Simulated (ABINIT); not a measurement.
Runs of ABINIT 10.8.3 (patched build) on ZnO (zincite). It takes space group P6_3mc (No. 186, hexagonal). Conventional cell: a = 3.249 Å, b = 3.249 Å, c = 5.206 Å, α = 90.00°, β = 90.00°, γ = 120.00°. Around Zn (site symmetry 3m) lie 4 O at 1.97 to 1.98 Å. O (site symmetry 3m) has 4 Zn at 1.97 to 1.98 Å as nearest neighbours. 

```csv
task,level,potentials or basis,k mesh,cutoff (eV),smearing,electron-positron correlation,fine-grid cutoff,bands in the sums,broadening (eV),scissor shift (eV),mesh quality,gap on the mesh (eV),largest force (eV/Å)
single point,LDA,PseudoDojo NC SR LDA v0.4.1 standard,7 × 7 × 4,980,fermi-dirac 0.05 eV,-,-,-,-,-,not flagged,0.79,0.05
positron lifetime,PBEsol,JTH PAW PBE v2.0,6 × 6 × 4,490,fermi-dirac 0.05 eV,Boronski-Nieminen GGA,979.61 eV,-,-,-,not flagged,0.68,0.06
single point,PBE,PseudoDojo NC SR PBE v0.4.1 standard,7 × 7 × 4,1034,fermi-dirac 0.05 eV,-,-,-,-,-,not flagged,0.87,(a)
optical spectrum,LDA,PseudoDojo NC SR LDA v0.4.1 standard,"10 × 10 × 6, shifted",980,fixed,-,-,38,0.15,0,not flagged,-,0.05
single point,PBEsol,JTH PAW PBE v2.0,7 × 7 × 4,490,fermi-dirac 0.05 eV,-,979.61 eV,-,-,-,not flagged,0.68,0.06
single point,PBEsol,PseudoDojo NC SR PBEsol v0.4.1 standard,7 × 7 × 4,1034,fermi-dirac 0.05 eV,-,-,-,-,-,not flagged,0.76,0.06
one-shot levels of the hybrid PBE0,PBEsol,PseudoDojo NC SR PBEsol v0.4.1 standard,5 × 5 × 3,1034,fixed,-,-,34,-,-,coarse,0.76,-
```

Alike in all rows: no spin polarisation; cell as given.

Problem. Estimate the missing entries.

Solution. (a) 0.07.

Caveats: some runs use coarse meshes; an odd mesh through Γ misses points on the zone boundary, where band edges often lie (some runs); the PAW data sets were made with another functional, which shifts forces and pressure a little (some runs); the PAW basis is incomplete for the positron (some runs); spectra need much finer meshes, so this one isn't converged (some runs).

Not every run made on this cell is shown here.
